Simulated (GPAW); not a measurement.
# Collinear magnetic orders of linear Cr chain, spacing 2.497 A with GPAW, part 2 of 2

A self-consistent run ends on one state, which hangs on the start. Several orders of linear Cr chain, spacing 2.497 A are started in GPAW and their energies compared.

GPAW 26.7.0; RPBE; plane waves with GPAW's PAW setups, scalar-relativistic.

So far. Step 2 (Order 1, typed as ferro +): After 44 cycles the largest moment stands at 3.91 μB.

## 3. Run 2 (antiferro q=(0,0,1/2) +-)

An opposed order shows whether the pairs that it reverses prefer unlike signs.

The cell is doubled to 2 atoms to hold this order. Its mesh is chosen so that both cells sample the same points.

Input file order2.py:

```python
import json
import numpy as np
from ase import Atoms
from ase.parallel import paropen, parprint
from gpaw import GPAW

atoms = Atoms(['Cr', 'Cr'],
    cell=[[12.0, 0.0, 0.0],
         [0.0, 12.0, 0.0],
         [0.0, 0.0, 4.994]],
    scaled_positions=[[0.5, 0.5, 0.0],
         [0.5, 0.5, 0.5]],
    pbc=True,
    magmoms=[2.5, -2.5])
atoms.calc = GPAW(mode={'name': 'pw', 'ecut': 660.0},
    xc='RPBE',
    kpts={'size': (1, 1, 6), 'gamma': True},
    occupations={'name': 'fermi-dirac', 'width': 0.1},
    convergence={'density': 1e-05, 'energy': 1e-05},
    maxiter=200,
    mixer={'name': 'pulay', 'beta': 0.02, 'nmaxold': 8, 'weight': 100},
    symmetry={'tolerance': 1e-4},
    txt='order2.txt')
e = atoms.get_potential_energy(force_consistent=True)
res = {'free_energy': e, 'energy_sigma0': atoms.get_potential_energy(), 'fermi_energy': atoms.calc.get_fermi_level()}
res['moments'] = atoms.get_magnetic_moments().tolist()
res['total'] = atoms.get_magnetic_moment()
parprint('site moments (muB):', np.round(res['moments'], 3))
parprint(f"total moment: {res['total']:.3f} muB")
parprint(f'free energy: {e:.6f} eV')
atoms.calc.write('order2.gpw')
with paropen('results.json', 'w') as f:
    json.dump(res, f)
```

Run with:

```
$ OMP_NUM_THREADS=1 python3 order2.py > order2.log
```

Numbers of over 12 decimals in the logs are rounded to 6 here.

Output:

```text
site moments (muB): [ 3.766 -3.766]
total moment: -0.000 muB
free energy: -12.725057 eV

--- order2.txt ---
Input parameters:
  mode=PW(ecut=660.0),
  convergence={'density': 1e-05, 'energy': 1e-05},
  kpts=MonkhorstPack(size=(1, 1, 6), gamma=True),
  maxiter=200,
  mixer=Pulay(name='pulay', nmaxold=8, beta=0.02, weight=100, sigma=0.015, g_ss=None),
  occupations=Occupations(name='fermi-dirac', width=0.1),
  symmetry=Symmetry(tolerance=0.0001),
  xc=XC(name='RPBE')

Diagonalizing LCAO Hamiltonian
Converting LCAO to pw mode
        .----------------------------.
       /|                            |
      / |                            |
     /  |                            |
    /   |                            |
   /    |                            |
  /     .----------------------------.
 *     /           Cr               /
 |    /                            /
 |   /                            /
 |  /              Cr            /
 | /                            /
 |/                            /
 *----------------------------*

Atoms  # Å, Bohr magnetons
|   | symbol |        x |        y |        z |    initial magnetic moments |
|---|--------|----------|----------|----------|-----------------------------|
| 0 |     Cr | 6.000000 | 6.000000 | 0.000000 | ( 0.0000,  0.0000,  2.5000) |
| 1 |     Cr | 6.000000 | 6.000000 | 2.497000 | ( 0.0000,  0.0000, -2.5000) |

Unit cell  # Å
| periodic |         x |         y |        z |   lengths |    angles |
|----------|-----------|-----------|----------|-----------|-----------|
|      yes | 12.000000 |  0.000000 | 0.000000 | 12.000000 | 90.000000 |
|      yes |  0.000000 | 12.000000 | 0.000000 | 12.000000 | 90.000000 |
|      yes |  0.000000 |  0.000000 | 4.994000 |  4.994000 | 90.000000 |

Number of symmetries: 16

BZ-sampling:
  Number of BZ points: 6
  Number of IBZ points: 4

  Monkhorst-Pack size: [1, 1, 6]
  Monkhorst-Pack shift: [0.0, 0.0, 0.083333]

Plane wave coefficients: 27721
Cutoff: 660.0 eV

Spin-components: 2 (collinear spins)
Bands:           12
Projectors:      12
Spin-degeneracy: 1
Datatype:        complex128

Parallelization:
  kpt:    1
  domain: 1
  band:   1

Density:
  Valence electrons: 12.0
  Components: 2
  Grid points: [72 72 30]
  Charge: 0.0  # |e|

Potential:
  Grid points: [72 72 30]

[... setups left out ...]
Reference energy: -57174.803302  # eV

eigensolver:
  PPCG
  Converge bands: occupied
  niter=2

density mixing:
  Pulay-Mixer
  Linear mixing parameters: 0.02
  Old densities: 8
  Fourier metric: weight=100, sigma=0.015

occupation numbers:
  Fermi-Dirac:
    width: 0.1000  # eV

poisson solver:
  ecut: 5280.0  # eV

xc functional:
  name: RPBE with 2 nearest neighbor stencil

convergence criteria:
- Maximum integral of absolute [dens]ity change: 1e-05 electrons / valence electron
- Maximum [total energy] change in last 3 cyles: 1e-05 eV / valence electron
- Maximum integral of absolute [eigenst]ate change: 4e-08 eV^2 / valence electron
maximum number of iterations: 200

SCF iterations
|iter     |      energy | eigst |  dens |  magmom |
|---------|-------------|-------|-------|---------|
|iter:   1|       0s |  -13.450935 | +0.47 |       |  +0.0000|
|iter:   2|       1s |  -13.114247 | -1.43 | -0.20 |  +0.0000|
|iter:   3|       2s |  -11.363408 | -0.03 | -0.21 |  +0.0000|
|iter:   4|       4s |  -11.476693 | -1.11 | -0.52 |  -0.0000|
|iter:   5|       5s |  -11.902143 | -1.73 | -0.56 |  -0.0000|
|iter:   6|       6s |  -12.536879 | -1.25 | -0.67 |  -0.0000|
|iter:   7|       8s |  -12.533555 | -2.64 | -0.92 |  -0.0000|
|iter:   8|       9s |  -12.715768 | -1.64 | -0.92 |  +0.0000|
|iter:   9|      11s |  -12.733810 | -2.45 | -0.98 |  +0.0000|
|iter:  10|      12s |  -12.695468 | -1.47 | -1.01 |  +0.0000|
[... 30 iterations left out ...]
|iter:  41|      49s |  -12.704626c| -7.42c| -4.65 |  +0.0000|
|iter:  42|      49s |  -12.704627c| -7.94c| -4.60 |  +0.0000|
|iter:  43|      50s |  -12.704629c| -8.25c| -4.66 |  +0.0000|
|iter:  44|      51s |  -12.704630c| -8.61c| -4.83 |  +0.0000|
|iter:  45|      52s |  -12.704629c| -8.51c| -4.92 |  +0.0000|
|iter:  46|      53s |  -12.704631c| -8.69c| -4.88 |  +0.0000|
|iter:  47|      54s |  -12.704631c| -8.93c| -4.88 |  +0.0000|
|iter:  48|      55s |  -12.704631c| -8.97c| -4.89 |  +0.0000|
|iter:  49|      55s |  -12.704631c| -8.11c| -4.89 |  -0.0000|
|iter:  50|      56s |  -12.704632c| -8.43c| -5.01c|  -0.0000|

Converged in 50 steps
Energy contributions relative to reference atoms: (reference = -57174.803302)

Energy contributions:
  Kinetic:           9.566992
  Coulomb:         -10.046845
  Zero:              0.050458
  External:          0.000000
  Xc:              -12.254811
  Entropy:          -0.040851
  Spinorbit:         0.000000
  ----------------------------
  Free energy:     -12.725057
  Extrapolated:    -12.704632

dipole moment: (0.000130, 0.000130, -11.735844)  # |e|*Ang

Total magnetic moment: (0.000000, 0.000000, -0.000000)

Local magnetic moments
|        x |        y |         z |
|----------|----------|-----------|
| 0.000000 | 0.000000 |  3.765715 |  # Cr   0
| 0.000000 | 0.000000 | -3.765715 |  # Cr   1

Fermi level: -3.277
Eigenvalues  # (at kpt = [0.000, 0.000, 0.000])
| band index |      eig [eV] | occ [0-1] |      eig [eV] | occ [0-1] |
|------------|---------------|-----------|---------------|-----------|
|          0 |        -5.787 |     1.000 |        -5.787 |     1.000 |
|          1 |        -4.205 |     1.000 |        -4.205 |     1.000 |
|          2 |        -4.205 |     1.000 |        -4.205 |     1.000 |
|          3 |        -4.089 |     1.000 |        -4.089 |     1.000 |
|          4 |        -3.746 |     0.991 |        -3.746 |     0.991 |
|          5 |        -3.745 |     0.991 |        -3.745 |     0.991 |
|          6 |        -1.584 |     0.000 |        -1.584 |     0.000 |
|          7 |        -0.493 |     0.000 |        -0.493 |     0.000 |
|          8 |        -0.059 |     0.000 |        -0.059 |     0.000 |
|          9 |        -0.037 |     0.000 |        -0.037 |     0.000 |
|         10 |         0.293 |     0.000 |         0.293 |     0.000 |
|         11 |         0.293 |     0.000 |         0.293 |     0.000 |

Gap: 0.613 eV
Transition (v -> c):
  (s=1, k=3, n=5, [0.00, 0.00, 0.50]) -> (s=1, k=3, n=6, [0.00, 0.00, 0.50])
No difference between direct/indirect transitions
```

Run time: 61 s. Hardware: 1 MPI rank of AMD EPYC 9R45, shared host; peak memory 0.56 GiB.

This step gave:

```yaml
magnetization: 0 μB
final_state: antiferromagnetic
largest_moment: 3.766 μB
```

It lies 480 meV a seeded atom under the first start, and its largest moment is 3.77 μB against 3.91 μB.

## 4. Run 3 (no spin polarisation)

A run without seeds gives the energy of the state without moments.

Input file nospin.py:

```python
import json
import numpy as np
from ase import Atoms
from ase.parallel import paropen, parprint
from gpaw import GPAW

atoms = Atoms(['Cr'],
    cell=[[12.0, 0.0, 0.0],
         [0.0, 12.0, 0.0],
         [0.0, 0.0, 2.497]],
    scaled_positions=[[0.5, 0.5, 0.0]],
    pbc=True)
atoms.calc = GPAW(mode={'name': 'pw', 'ecut': 660.0},
    xc='RPBE',
    kpts={'size': (1, 1, 12), 'gamma': True},
    occupations={'name': 'fermi-dirac', 'width': 0.1},
    convergence={'density': 1e-05, 'energy': 1e-05},
    maxiter=200,
    mixer={'name': 'pulay', 'beta': 0.02, 'nmaxold': 8, 'weight': 100},
    symmetry={'tolerance': 1e-4},
    txt='nospin.txt')
e = atoms.get_potential_energy(force_consistent=True)
res = {'free_energy': e, 'energy_sigma0': atoms.get_potential_energy(), 'fermi_energy': atoms.calc.get_fermi_level()}
parprint(f'free energy: {e:.6f} eV')
atoms.calc.write('nospin.gpw')
with paropen('results.json', 'w') as f:
    json.dump(res, f)
```

Run with:

```
$ OMP_NUM_THREADS=1 python3 nospin.py > nospin.log
```

Output:

```text
free energy: -4.019486 eV

--- nospin.txt ---
Input parameters:
  mode=PW(ecut=660.0),
  convergence={'density': 1e-05, 'energy': 1e-05},
  kpts=MonkhorstPack(size=(1, 1, 12), gamma=True),
  maxiter=200,
  mixer=Pulay(name='pulay', nmaxold=8, beta=0.02, weight=100, sigma=0.015, g_ss=None),
  occupations=Occupations(name='fermi-dirac', width=0.1),
  symmetry=Symmetry(tolerance=0.0001),
  xc=XC(name='RPBE')

[...]
| band index |      eig [eV] | occ [0-2] |
|------------|---------------|-----------|
|          0 |        -6.270 |     2.000 |
|          1 |        -4.234 |     1.998 |
|          2 |        -3.816 |     1.850 |
|          3 |        -3.816 |     1.850 |
|          4 |        -2.116 |     0.000 |
|          5 |        -2.116 |     0.000 |
|          6 |        -1.804 |     0.000 |
|          7 |        -1.804 |     0.000 |

No gap
No difference between direct/indirect transitions


[key lines of the parts left out:]
Free energy:      -4.019486
Converged in 29 steps
dipole moment: (0.000065, 0.000065, -5.990316)  # |e|*Ang
Fermi level: -3.564
```

Elapsed: 12 s, on 1 MPI rank; peak memory 0.27 GiB.

Numbers from this step:

* final state: non-magnetic (no spin polarisation)

It lies 1863 meV a seeded atom over the first start.

## 5. Another try

An input with a fault is tried, to see how the program answers.

Input file run.py:

```python
import json
import numpy as np
from ase import Atoms
from ase.parallel import paropen, parprint
from gpaw import GPAW

atoms = Atoms(['Cr'],
    cell=[[12.0, 0.0, 0.0],
         [0.0, 12.0, 0.0],
         [0.0, 0.0, 2.497]],
    scaled_positions=[[0.5, 0.5, 0.0]],
    pbc=True,
    magmoms=[2.5])
atoms.calc = GPAW(mode={'name': 'pw', 'ecut': 660.0},
    xc='RPBE',
    kpts={'size': (0, 1, 12), 'gamma': True},
    occupations={'name': 'fermi-dirac', 'width': 0.1},
    convergence={'density': 1e-05, 'energy': 1e-05},
    maxiter=60,
    mixer={'name': 'pulay', 'beta': 0.02, 'nmaxold': 8, 'weight': 100},
    symmetry={'tolerance': 1e-4},
    txt='run.txt')
e = atoms.get_potential_energy(force_consistent=True)
res = {'free_energy': e, 'energy_sigma0': atoms.get_potential_energy(), 'fermi_energy': atoms.calc.get_fermi_level()}
res['moments'] = atoms.get_magnetic_moments().tolist()
res['total'] = atoms.get_magnetic_moment()
parprint('site moments (muB):', np.round(res['moments'], 3))
parprint(f"total moment: {res['total']:.3f} muB")
parprint(f'free energy: {e:.6f} eV')
atoms.calc.write('run.gpw')
with paropen('results.json', 'w') as f:
    json.dump(res, f)
```

Run with:

```
$ OMP_NUM_THREADS=1 python3 run.py > run.log
```

Output:

```text
ZeroDivisionError: float division by zero

--- run.txt ---
Input parameters:
  mode=PW(ecut=660.0),
  convergence={'density': 1e-05, 'energy': 1e-05},
  kpts=MonkhorstPack(size=(0, 1, 12), gamma=True),
  maxiter=60,
  mixer=Pulay(name='pulay', nmaxold=8, beta=0.02, weight=100, sigma=0.015, g_ss=None),
  occupations=Occupations(name='fermi-dirac', width=0.1),
  symmetry=Symmetry(tolerance=0.0001),
  xc=XC(name='RPBE')
```

Run time: 1 s. Hardware: 1 MPI rank; peak memory 0.11 GiB.

The input was rejected at the start.

The program's message: “ZeroDivisionError: float division by zero”

The fault put into the input: a mesh with a zero.

Each count of the mesh must be at least 1.

## 6. Ranking

These are free energies at a smearing of 0.1 eV, so its entropy term is in the differences. They are divided by the number of seeded atoms, so that cells of unlike size compare. Wavevectors q in the names are fractions of the reciprocal vectors of the first run's cell.

Orders:

```
                   start        final state  typed order kept  energy over the lowest (meV a seeded atom)  largest site moment (μB)  net moment (μB a primitive cell)  mesh matched  CPU time (s)
                 ferro +      ferromagnetic               yes                                       479.7                     3.911                             5.155           yes         30.31
antiferro q=(0,0,1/2) +-  antiferromagnetic               yes                                           0                     3.766                                 0           yes         61.13
    no spin polarisation       non-magnetic                 -                                        2343                         0                                 0           yes          11.9
```

## 7. What came out

```
lowest state found                 : antiferromagnetic (typed antiferro q=(0,0,1/2) +-)
largest site moment                : 3.77 μB
next state                         : ferromagnetic, 480 meV a seeded atom higher
energy gained by spin polarisation : 2343 meV a seeded atom
```

**Reading.** The lowest state found is antiferromagnetic, reached from the start antiferro q=(0,0,1/2) +-, with moments up to 3.77 μB. The next state costs 480 meV a seeded atom. Only 3 starts are shown; other collinear patterns, canted and longer-period orders are not.

[Logs and program files are shortened in this print: banners, set-up blocks, solver, clock and traceback lines can be left out without a mark of their own.]

[Logs are printed without paths, hosts, clocks, repeated set-up lines and the standing remarks that a program may print on its own settings, such as how far it seeks lower states.]

[Hosts, paths, dates, database ids (printed as entryN), source tags and the programs' standing remarks are cut or masked in the printed files.]

[Where a cell is said to come from a database of computed structures, the database is the Materials Project.]
